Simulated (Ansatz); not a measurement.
## ZnS: eigenvalues along the path

```yaml
crystal:
  lattice:
    - [3.81100, 0.00000, 0.00000]
    - [-1.90550, 3.30042, 0.00000]
    - [0.00000, 0.00000, 6.23400]
  atoms:
    - { symbol: Zn, position: [0.33333, 0.66667, 0.00000] }
    - { symbol: Zn, position: [0.66667, 0.33333, 0.50000] }
    - { symbol: S, position: [0.33333, 0.66667, 0.38500] }
    - { symbol: S, position: [0.66667, 0.33333, 0.88500] }
```

Atoms are numbered in the order listed.

The cell is COD entry 9008878, as deposited and not checked against the literature; nothing was relaxed. It differs from other determinations.

Theory: DFT, PBEsol, all-electron LAPW, scalar-relativistic in Ansatz 0.2.0.

The runs use a Γ-centred 8×8×5 k mesh, Fermi–Dirac smearing of 0.03 eV, basis error target 1 meV/atom, no spin polarisation.

Path points, in fractions of the reciprocal vectors: Γ (0.000, 0.000, 0.000), M (0.500, 0.000, 0.000), K (0.333, 0.333, 0.000), A (0.000, 0.000, 0.500), L (0.500, 0.000, 0.500), H (0.333, 0.333, 0.500). Levels in eV from the valence-band top; bands 17 to 39, counted from the lowest band of the run. The gap is 2.11 eV, direct at Γ.

```
# k(1/Å) point b17 b18 b19 b20 b21 b22 b23 b24 b25 b26 b27 b28 b29 b30 b31 b32 b33 b34 b35 b36 b37 b38 b39
0.000 Γ -13.21 -12.27 -6.41 -6.41 -6.34 -6.34 -6.33 -5.93 -5.93 -5.84 -5.84 -5.69 -5.23 -0.87 -0.87 -0.01 -0.01 0.00 2.11 2.88 6.18 6.18 6.49
0.068 - -13.20 -12.26 -6.41 -6.40 -6.34 -6.34 -6.33 -5.93 -5.93 -5.85 -5.84 -5.68 -5.22 -0.95 -0.89 -0.12 -0.03 -0.01 2.21 2.96 6.12 6.21 6.52
0.136 - -13.17 -12.24 -6.41 -6.40 -6.34 -6.33 -6.32 -5.93 -5.93 -5.87 -5.84 -5.66 -5.18 -1.18 -0.96 -0.38 -0.06 -0.04 2.45 3.17 5.99 6.30 6.60
0.204 - -13.13 -12.22 -6.41 -6.39 -6.34 -6.32 -6.31 -5.94 -5.93 -5.90 -5.84 -5.64 -5.12 -1.51 -1.06 -0.72 -0.12 -0.10 2.75 3.45 5.83 6.44 6.69
0.272 - -13.07 -12.19 -6.42 -6.37 -6.33 -6.30 -6.30 -5.95 -5.93 -5.92 -5.84 -5.62 -5.04 -1.88 -1.19 -1.11 -0.20 -0.17 3.07 3.73 5.71 6.61 6.71
0.340 - -12.99 -12.15 -6.42 -6.36 -6.33 -6.28 -6.28 -5.96 -5.93 -5.93 -5.84 -5.61 -4.94 -2.28 -1.50 -1.33 -0.30 -0.27 3.37 3.92 5.69 6.62 6.78
0.408 - -12.90 -12.10 -6.42 -6.34 -6.32 -6.25 -6.25 -5.96 -5.95 -5.92 -5.83 -5.60 -4.83 -2.67 -1.90 -1.49 -0.41 -0.40 3.63 3.98 5.77 6.49 6.94
0.476 - -12.81 -12.06 -6.42 -6.32 -6.31 -6.23 -6.23 -5.97 -5.95 -5.92 -5.83 -5.58 -4.73 -3.03 -2.29 -1.64 -0.55 -0.52 3.84 3.94 5.83 6.41 7.04
0.544 - -12.71 -12.02 -6.41 -6.31 -6.30 -6.20 -6.20 -5.98 -5.95 -5.91 -5.83 -5.57 -4.65 -3.34 -2.65 -1.79 -0.72 -0.63 3.83 4.00 5.74 6.47 7.09
0.612 - -12.60 -11.98 -6.41 -6.30 -6.29 -6.17 -6.16 -5.99 -5.95 -5.91 -5.82 -5.55 -4.64 -3.55 -2.98 -1.93 -0.90 -0.73 3.73 4.09 5.57 6.61 7.10
0.680 - -12.50 -11.95 -6.40 -6.28 -6.27 -6.15 -6.12 -6.01 -5.93 -5.90 -5.82 -5.53 -4.70 -3.69 -3.23 -2.05 -1.09 -0.82 3.65 4.14 5.40 6.77 7.09
0.748 - -12.40 -11.93 -6.39 -6.28 -6.24 -6.13 -6.09 -6.02 -5.92 -5.89 -5.82 -5.53 -4.80 -3.84 -3.32 -2.15 -1.27 -0.89 3.57 4.16 5.25 6.95 7.06
0.816 - -12.33 -11.92 -6.38 -6.27 -6.20 -6.11 -6.06 -6.03 -5.88 -5.88 -5.81 -5.57 -4.87 -4.03 -3.29 -2.22 -1.44 -0.95 3.52 4.17 5.13 7.03 7.12
0.884 - -12.27 -11.92 -6.37 -6.27 -6.17 -6.11 -6.06 -6.02 -5.87 -5.83 -5.81 -5.65 -4.88 -4.19 -3.23 -2.26 -1.55 -0.98 3.49 4.16 5.06 7.01 7.26
0.952 M -12.25 -11.92 -6.37 -6.27 -6.16 -6.10 -6.07 -6.01 -5.87 -5.81 -5.75 -5.73 -4.87 -4.26 -3.20 -2.28 -1.59 -0.99 3.48 4.16 5.04 7.01 7.31
0.991 - -12.25 -11.92 -6.37 -6.27 -6.16 -6.10 -6.07 -6.01 -5.87 -5.82 -5.75 -5.73 -4.87 -4.26 -3.20 -2.30 -1.60 -1.01 3.51 4.19 5.03 7.00 7.31
1.030 - -12.25 -11.92 -6.37 -6.27 -6.15 -6.10 -6.06 -6.01 -5.87 -5.82 -5.74 -5.73 -4.86 -4.25 -3.20 -2.35 -1.61 -1.07 3.60 4.26 5.01 6.96 7.30
1.070 - -12.24 -11.92 -6.36 -6.27 -6.14 -6.10 -6.06 -6.01 -5.88 -5.83 -5.73 -5.73 -4.85 -4.25 -3.19 -2.42 -1.62 -1.15 3.75 4.36 4.98 6.93 7.29
1.109 - -12.23 -11.92 -6.36 -6.26 -6.13 -6.10 -6.05 -6.02 -5.88 -5.85 -5.73 -5.71 -4.84 -4.24 -3.19 -2.51 -1.64 -1.26 3.95 4.49 4.95 6.90 7.28
1.148 - -12.21 -11.92 -6.35 -6.26 -6.11 -6.10 -6.04 -6.02 -5.89 -5.86 -5.73 -5.70 -4.82 -4.23 -3.20 -2.60 -1.67 -1.38 4.18 4.62 4.93 6.89 7.26
1.187 - -12.19 -11.93 -6.34 -6.26 -6.10 -6.09 -6.03 -6.02 -5.89 -5.87 -5.73 -5.68 -4.79 -4.22 -3.25 -2.66 -1.71 -1.51 4.45 4.67 4.98 6.92 7.24
1.227 - -12.17 -11.93 -6.34 -6.25 -6.10 -6.08 -6.02 -6.02 -5.90 -5.88 -5.73 -5.67 -4.76 -4.22 -3.32 -2.69 -1.77 -1.64 4.64 4.73 5.12 6.97 7.22
1.266 - -12.15 -11.93 -6.34 -6.24 -6.10 -6.07 -6.01 -6.01 -5.91 -5.89 -5.73 -5.65 -4.73 -4.22 -3.43 -2.68 -1.85 -1.74 4.57 5.02 5.27 7.07 7.22
1.305 - -12.13 -11.94 -6.34 -6.22 -6.11 -6.06 -6.00 -5.99 -5.91 -5.89 -5.73 -5.64 -4.69 -4.22 -3.55 -2.64 -1.96 -1.82 4.50 5.30 5.42 7.19 7.23
1.344 - -12.10 -11.94 -6.34 -6.21 -6.11 -6.06 -5.99 -5.98 -5.92 -5.90 -5.72 -5.63 -4.64 -4.24 -3.67 -2.59 -2.06 -1.89 4.43 5.55 5.55 7.27 7.33
1.384 - -12.08 -11.95 -6.34 -6.19 -6.12 -6.06 -5.97 -5.96 -5.92 -5.90 -5.71 -5.63 -4.58 -4.26 -3.77 -2.52 -2.14 -1.97 4.38 5.66 5.73 7.36 7.47
1.423 - -12.05 -11.97 -6.34 -6.17 -6.13 -6.06 -5.96 -5.95 -5.93 -5.90 -5.70 -5.63 -4.53 -4.30 -3.86 -2.43 -2.20 -2.06 4.33 5.75 5.84 7.49 7.60
1.462 - -12.03 -11.98 -6.34 -6.16 -6.14 -6.06 -5.96 -5.95 -5.93 -5.90 -5.69 -5.64 -4.46 -4.35 -3.91 -2.34 -2.24 -2.15 4.31 5.82 5.88 7.64 7.71
1.501 K -12.00 -12.00 -6.34 -6.15 -6.15 -6.06 -5.95 -5.95 -5.93 -5.90 -5.66 -5.66 -4.40 -4.40 -3.93 -2.25 -2.25 -2.25 4.30 5.86 5.86 7.72 7.79
1.580 - -12.06 -11.96 -6.34 -6.17 -6.13 -6.06 -5.96 -5.95 -5.93 -5.91 -5.72 -5.61 -4.53 -4.29 -3.86 -2.46 -2.20 -2.04 4.34 5.74 5.89 7.50 7.67
1.658 - -12.13 -11.93 -6.34 -6.19 -6.13 -6.07 -5.99 -5.95 -5.95 -5.93 -5.77 -5.54 -4.64 -4.15 -3.65 -2.69 -2.07 -1.81 4.45 5.54 5.84 7.18 7.44
1.737 - -12.22 -11.92 -6.33 -6.22 -6.14 -6.08 -6.06 -5.97 -5.95 -5.93 -5.79 -5.49 -4.70 -3.97 -3.38 -2.91 -1.89 -1.58 4.63 5.33 5.71 6.78 7.25
1.815 - -12.33 -11.92 -6.33 -6.26 -6.16 -6.14 -6.09 -5.98 -5.96 -5.92 -5.80 -5.48 -4.69 -3.74 -3.10 -3.07 -1.67 -1.34 4.87 5.11 5.54 6.38 7.12
1.894 - -12.44 -11.94 -6.33 -6.30 -6.20 -6.19 -6.11 -5.98 -5.96 -5.92 -5.81 -5.51 -4.63 -3.46 -3.23 -2.74 -1.43 -1.11 4.87 5.15 5.36 6.02 7.04
1.972 - -12.57 -11.97 -6.35 -6.33 -6.23 -6.23 -6.14 -5.98 -5.96 -5.92 -5.82 -5.54 -4.60 -3.24 -3.13 -2.40 -1.19 -0.89 4.62 5.11 5.52 5.73 7.01
2.051 - -12.69 -12.01 -6.38 -6.33 -6.26 -6.25 -6.18 -5.97 -5.96 -5.92 -5.83 -5.56 -4.63 -3.10 -2.77 -2.06 -0.94 -0.69 4.34 4.88 5.53 5.87 7.00
2.130 - -12.81 -12.06 -6.40 -6.34 -6.29 -6.27 -6.21 -5.96 -5.96 -5.93 -5.83 -5.58 -4.73 -2.83 -2.37 -1.73 -0.71 -0.51 4.02 4.62 5.45 6.21 7.00
2.208 - -12.93 -12.11 -6.41 -6.35 -6.31 -6.29 -6.24 -5.96 -5.95 -5.93 -5.83 -5.60 -4.85 -2.47 -1.94 -1.43 -0.50 -0.36 3.67 4.32 5.47 6.47 6.97
2.287 - -13.02 -12.16 -6.42 -6.37 -6.32 -6.31 -6.28 -5.95 -5.94 -5.92 -5.84 -5.61 -4.98 -2.06 -1.53 -1.15 -0.32 -0.23 3.29 3.98 5.58 6.57 6.88
2.365 - -13.10 -12.20 -6.41 -6.38 -6.33 -6.32 -6.30 -5.94 -5.93 -5.91 -5.84 -5.63 -5.08 -1.65 -1.20 -0.83 -0.18 -0.13 2.91 3.61 5.74 6.49 6.76
2.444 - -13.16 -12.24 -6.41 -6.39 -6.34 -6.33 -6.32 -5.93 -5.93 -5.88 -5.84 -5.66 -5.16 -1.26 -1.00 -0.47 -0.09 -0.06 2.54 3.26 5.94 6.33 6.63
2.522 - -13.19 -12.26 -6.41 -6.40 -6.34 -6.34 -6.33 -5.93 -5.93 -5.86 -5.84 -5.68 -5.21 -0.98 -0.90 -0.15 -0.03 -0.01 2.24 2.98 6.11 6.22 6.53
2.601 Γ -13.21 -12.27 -6.41 -6.41 -6.34 -6.34 -6.33 -5.93 -5.93 -5.84 -5.84 -5.69 -5.23 -0.87 -0.87 -0.01 -0.01 0.00 2.11 2.88 6.18 6.18 6.49
2.637 - -13.20 -12.27 -6.41 -6.41 -6.34 -6.34 -6.33 -5.93 -5.93 -5.84 -5.84 -5.71 -5.19 -0.87 -0.87 -0.03 -0.02 -0.02 2.14 2.88 6.18 6.18 6.47
2.673 - -13.20 -12.28 -6.41 -6.41 -6.34 -6.34 -6.33 -5.92 -5.92 -5.85 -5.85 -5.77 -5.10 -0.86 -0.86 -0.13 -0.02 -0.02 2.23 2.89 6.19 6.19 6.44
2.709 - -13.18 -12.30 -6.40 -6.40 -6.34 -6.34 -6.33 -5.92 -5.92 -5.85 -5.85 -5.85 -4.98 -0.85 -0.85 -0.28 -0.04 -0.04 2.36 2.91 6.19 6.19 6.39
2.745 - -13.17 -12.32 -6.40 -6.40 -6.35 -6.35 -6.33 -5.92 -5.92 -5.92 -5.85 -5.85 -4.83 -0.83 -0.83 -0.46 -0.06 -0.06 2.52 2.93 6.21 6.21 6.32
2.781 - -13.14 -12.35 -6.40 -6.40 -6.35 -6.35 -6.34 -5.98 -5.92 -5.92 -5.85 -5.85 -4.67 -0.81 -0.81 -0.66 -0.08 -0.08 2.69 2.96 6.22 6.22 6.25
2.817 - -13.12 -12.39 -6.40 -6.40 -6.35 -6.35 -6.34 -6.05 -5.91 -5.91 -5.85 -5.85 -4.50 -0.88 -0.78 -0.78 -0.11 -0.11 2.85 3.00 6.19 6.24 6.24
2.853 - -13.09 -12.43 -6.40 -6.40 -6.35 -6.35 -6.34 -6.10 -5.91 -5.91 -5.85 -5.85 -4.31 -1.11 -0.75 -0.75 -0.15 -0.15 3.01 3.04 6.13 6.27 6.27
2.889 - -13.05 -12.47 -6.40 -6.40 -6.36 -6.36 -6.34 -6.15 -5.91 -5.91 -5.86 -5.86 -4.12 -1.35 -0.72 -0.72 -0.19 -0.19 3.09 3.16 6.11 6.30 6.30
2.925 - -13.01 -12.52 -6.40 -6.40 -6.36 -6.36 -6.34 -6.19 -5.90 -5.90 -5.86 -5.86 -3.92 -1.59 -0.68 -0.68 -0.23 -0.23 3.14 3.27 6.11 6.33 6.33
2.961 - -12.97 -12.57 -6.39 -6.39 -6.37 -6.37 -6.34 -6.22 -5.90 -5.90 -5.86 -5.86 -3.71 -1.84 -0.64 -0.64 -0.27 -0.27 3.20 3.36 6.15 6.38 6.38
2.997 - -12.93 -12.62 -6.39 -6.39 -6.37 -6.37 -6.33 -6.25 -5.89 -5.89 -5.87 -5.87 -3.49 -2.08 -0.60 -0.60 -0.32 -0.32 3.25 3.41 6.23 6.43 6.43
3.033 - -12.88 -12.67 -6.39 -6.39 -6.37 -6.37 -6.33 -6.27 -5.89 -5.89 -5.87 -5.87 -3.27 -2.32 -0.55 -0.55 -0.36 -0.36 3.31 3.43 6.35 6.48 6.48
3.069 - -12.83 -12.72 -6.38 -6.38 -6.38 -6.38 -6.32 -6.29 -5.88 -5.88 -5.88 -5.88 -3.04 -2.56 -0.51 -0.51 -0.41 -0.41 3.36 3.42 6.51 6.54 6.54
3.105 A -12.78 -12.78 -6.38 -6.38 -6.38 -6.38 -6.31 -6.31 -5.88 -5.88 -5.88 -5.88 -2.80 -2.80 -0.46 -0.46 -0.46 -0.46 3.40 3.40 6.61 6.61 6.61
3.173 - -12.77 -12.77 -6.38 -6.38 -6.38 -6.38 -6.31 -6.31 -5.88 -5.88 -5.88 -5.88 -2.80 -2.80 -0.53 -0.53 -0.48 -0.48 3.47 3.47 6.39 6.39 6.65
3.241 - -12.75 -12.75 -6.39 -6.39 -6.37 -6.37 -6.30 -6.30 -5.88 -5.88 -5.88 -5.88 -2.81 -2.81 -0.70 -0.70 -0.53 -0.53 3.67 3.67 6.12 6.12 6.76
3.308 - -12.71 -12.71 -6.39 -6.39 -6.36 -6.36 -6.29 -6.29 -5.88 -5.88 -5.88 -5.88 -2.83 -2.83 -0.95 -0.95 -0.62 -0.62 3.93 3.93 5.87 5.87 6.93
3.376 - -12.66 -12.66 -6.40 -6.40 -6.34 -6.34 -6.28 -6.28 -5.88 -5.88 -5.88 -5.88 -2.88 -2.88 -1.21 -1.21 -0.73 -0.73 4.18 4.18 5.68 5.68 7.15
3.444 - -12.60 -12.60 -6.40 -6.40 -6.32 -6.32 -6.26 -6.26 -5.88 -5.88 -5.87 -5.87 -2.98 -2.98 -1.44 -1.44 -0.85 -0.85 4.32 4.32 5.60 5.60 7.19
3.512 - -12.53 -12.53 -6.41 -6.41 -6.30 -6.30 -6.24 -6.24 -5.88 -5.88 -5.87 -5.87 -3.15 -3.15 -1.60 -1.60 -0.99 -0.99 4.30 4.30 5.62 5.62 7.29
3.580 - -12.45 -12.45 -6.41 -6.41 -6.28 -6.28 -6.22 -6.22 -5.88 -5.88 -5.86 -5.86 -3.39 -3.39 -1.68 -1.68 -1.12 -1.12 4.18 4.18 5.64 5.64 7.51
3.648 - -12.37 -12.37 -6.40 -6.40 -6.26 -6.26 -6.20 -6.20 -5.87 -5.87 -5.85 -5.85 -3.67 -3.67 -1.70 -1.70 -1.25 -1.25 4.02 4.02 5.58 5.58 7.83
3.716 - -12.30 -12.30 -6.40 -6.40 -6.24 -6.24 -6.17 -6.17 -5.87 -5.87 -5.84 -5.84 -3.96 -3.96 -1.69 -1.69 -1.37 -1.37 3.87 3.87 5.47 5.47 8.21
3.784 - -12.23 -12.23 -6.39 -6.39 -6.22 -6.22 -6.14 -6.14 -5.86 -5.86 -5.82 -5.82 -4.25 -4.25 -1.66 -1.66 -1.48 -1.48 3.73 3.73 5.34 5.34 8.56
3.852 - -12.17 -12.17 -6.39 -6.39 -6.20 -6.20 -6.10 -6.10 -5.86 -5.86 -5.79 -5.79 -4.51 -4.51 -1.62 -1.62 -1.57 -1.57 3.62 3.62 5.21 5.21 8.75
3.920 - -12.12 -12.12 -6.38 -6.38 -6.19 -6.19 -6.07 -6.07 -5.86 -5.86 -5.75 -5.75 -4.73 -4.73 -1.63 -1.63 -1.58 -1.58 3.54 3.54 5.11 5.11 8.81
3.988 - -12.09 -12.09 -6.38 -6.38 -6.19 -6.19 -6.05 -6.05 -5.85 -5.85 -5.70 -5.70 -4.89 -4.89 -1.67 -1.67 -1.56 -1.56 3.49 3.49 5.04 5.04 8.85
4.056 L -12.08 -12.08 -6.38 -6.38 -6.18 -6.18 -6.04 -6.04 -5.85 -5.85 -5.68 -5.68 -4.95 -4.95 -1.68 -1.68 -1.55 -1.55 3.48 3.48 5.02 5.02 8.85
4.096 - -12.08 -12.08 -6.37 -6.37 -6.18 -6.18 -6.04 -6.04 -5.85 -5.85 -5.68 -5.68 -4.95 -4.95 -1.72 -1.72 -1.52 -1.52 3.50 3.50 5.03 5.03 8.73
4.135 - -12.07 -12.07 -6.37 -6.37 -6.18 -6.18 -6.04 -6.04 -5.85 -5.85 -5.68 -5.68 -4.94 -4.94 -1.82 -1.82 -1.48 -1.48 3.56 3.56 5.07 5.07 8.51
4.174 - -12.07 -12.07 -6.36 -6.36 -6.18 -6.18 -6.04 -6.04 -5.86 -5.86 -5.67 -5.67 -4.93 -4.93 -1.93 -1.93 -1.45 -1.45 3.65 3.65 5.13 5.13 8.28
4.213 - -12.06 -12.06 -6.35 -6.35 -6.18 -6.18 -6.05 -6.05 -5.86 -5.86 -5.66 -5.66 -4.92 -4.92 -2.07 -2.07 -1.42 -1.42 3.76 3.76 5.22 5.22 8.05
4.253 - -12.06 -12.06 -6.34 -6.34 -6.18 -6.18 -6.05 -6.05 -5.87 -5.87 -5.65 -5.65 -4.91 -4.91 -2.21 -2.21 -1.39 -1.39 3.88 3.88 5.34 5.34 7.83
4.292 - -12.05 -12.05 -6.32 -6.32 -6.18 -6.18 -6.05 -6.05 -5.88 -5.88 -5.64 -5.64 -4.89 -4.89 -2.37 -2.37 -1.37 -1.37 3.99 3.99 5.49 5.49 7.63
4.331 - -12.04 -12.04 -6.31 -6.31 -6.18 -6.18 -6.05 -6.05 -5.88 -5.88 -5.63 -5.63 -4.87 -4.87 -2.52 -2.52 -1.35 -1.35 4.10 4.10 5.67 5.67 7.44
4.370 - -12.03 -12.03 -6.29 -6.29 -6.18 -6.18 -6.05 -6.05 -5.89 -5.89 -5.61 -5.61 -4.86 -4.86 -2.67 -2.67 -1.33 -1.33 4.19 4.19 5.87 5.87 7.28
4.410 - -12.02 -12.02 -6.28 -6.28 -6.19 -6.19 -6.05 -6.05 -5.90 -5.90 -5.60 -5.60 -4.84 -4.84 -2.81 -2.81 -1.31 -1.31 4.27 4.27 6.05 6.05 7.17
4.449 - -12.01 -12.01 -6.26 -6.26 -6.19 -6.19 -6.05 -6.05 -5.91 -5.91 -5.59 -5.59 -4.83 -4.83 -2.93 -2.93 -1.30 -1.30 4.33 4.33 6.20 6.20 7.11
4.488 - -12.00 -12.00 -6.25 -6.25 -6.19 -6.19 -6.04 -6.04 -5.92 -5.92 -5.57 -5.57 -4.82 -4.82 -3.03 -3.03 -1.28 -1.28 4.37 4.37 6.29 6.29 7.12
4.527 - -11.99 -11.99 -6.24 -6.24 -6.20 -6.20 -6.03 -6.03 -5.93 -5.93 -5.56 -5.56 -4.82 -4.82 -3.10 -3.10 -1.27 -1.27 4.40 4.40 6.32 6.32 7.16
4.567 - -11.99 -11.99 -6.23 -6.23 -6.21 -6.21 -6.02 -6.02 -5.93 -5.93 -5.55 -5.55 -4.82 -4.82 -3.15 -3.15 -1.27 -1.27 4.42 4.42 6.32 6.32 7.21
4.606 H -11.99 -11.99 -6.22 -6.22 -6.21 -6.21 -6.02 -6.02 -5.94 -5.94 -5.55 -5.55 -4.82 -4.82 -3.16 -3.16 -1.27 -1.27 4.42 4.42 6.32 6.32 7.22
4.684 - -11.99 -11.99 -6.23 -6.23 -6.20 -6.20 -6.03 -6.03 -5.93 -5.93 -5.57 -5.57 -4.81 -4.81 -3.11 -3.11 -1.28 -1.28 4.41 4.41 6.33 6.33 7.18
4.763 - -12.02 -12.02 -6.25 -6.25 -6.19 -6.19 -6.07 -6.07 -5.91 -5.91 -5.61 -5.61 -4.73 -4.73 -2.97 -2.97 -1.30 -1.30 4.39 4.39 6.33 6.33 7.12
4.841 - -12.06 -12.06 -6.28 -6.28 -6.18 -6.18 -6.12 -6.12 -5.89 -5.89 -5.68 -5.68 -4.60 -4.60 -2.76 -2.76 -1.35 -1.35 4.40 4.40 6.28 6.28 7.11
4.920 - -12.12 -12.12 -6.30 -6.30 -6.18 -6.18 -6.17 -6.17 -5.88 -5.88 -5.73 -5.73 -4.40 -4.40 -2.51 -2.51 -1.41 -1.41 4.43 4.43 6.18 6.18 7.09
4.999 - -12.19 -12.19 -6.33 -6.33 -6.21 -6.21 -6.18 -6.18 -5.88 -5.88 -5.78 -5.78 -4.16 -4.16 -2.23 -2.23 -1.48 -1.48 4.49 4.49 6.04 6.04 7.01
5.077 - -12.27 -12.27 -6.35 -6.35 -6.25 -6.25 -6.19 -6.19 -5.88 -5.88 -5.82 -5.82 -3.89 -3.89 -1.95 -1.95 -1.53 -1.53 4.57 4.57 5.88 5.88 6.90
5.156 - -12.37 -12.37 -6.38 -6.38 -6.27 -6.27 -6.21 -6.21 -5.88 -5.88 -5.84 -5.84 -3.60 -3.60 -1.72 -1.72 -1.51 -1.51 4.66 4.66 5.67 5.67 6.85
5.234 - -12.46 -12.46 -6.39 -6.39 -6.29 -6.29 -6.23 -6.23 -5.88 -5.88 -5.86 -5.86 -3.32 -3.32 -1.63 -1.63 -1.31 -1.31 4.73 4.73 5.46 5.46 6.88
5.313 - -12.54 -12.54 -6.40 -6.40 -6.31 -6.31 -6.25 -6.25 -5.88 -5.88 -5.87 -5.87 -3.09 -3.09 -1.52 -1.52 -1.07 -1.07 4.67 4.67 5.38 5.38 6.95
5.391 - -12.62 -12.62 -6.40 -6.40 -6.33 -6.33 -6.27 -6.27 -5.88 -5.88 -5.87 -5.87 -2.93 -2.93 -1.33 -1.33 -0.86 -0.86 4.42 4.42 5.50 5.50 7.01
5.470 - -12.69 -12.69 -6.40 -6.40 -6.35 -6.35 -6.28 -6.28 -5.88 -5.88 -5.88 -5.88 -2.85 -2.85 -1.06 -1.06 -0.68 -0.68 4.08 4.08 5.74 5.74 6.98
5.548 - -12.74 -12.74 -6.39 -6.39 -6.37 -6.37 -6.30 -6.30 -5.88 -5.88 -5.88 -5.88 -2.82 -2.82 -0.77 -0.77 -0.56 -0.56 3.75 3.75 6.04 6.04 6.80
5.627 - -12.77 -12.77 -6.38 -6.38 -6.38 -6.38 -6.31 -6.31 -5.88 -5.88 -5.88 -5.88 -2.80 -2.80 -0.55 -0.55 -0.48 -0.48 3.49 3.49 6.35 6.35 6.66
5.705 A -12.78 -12.78 -6.38 -6.38 -6.38 -6.38 -6.31 -6.31 -5.88 -5.88 -5.88 -5.88 -2.80 -2.80 -0.46 -0.46 -0.46 -0.46 3.40 3.40 6.61 6.61 6.61
```
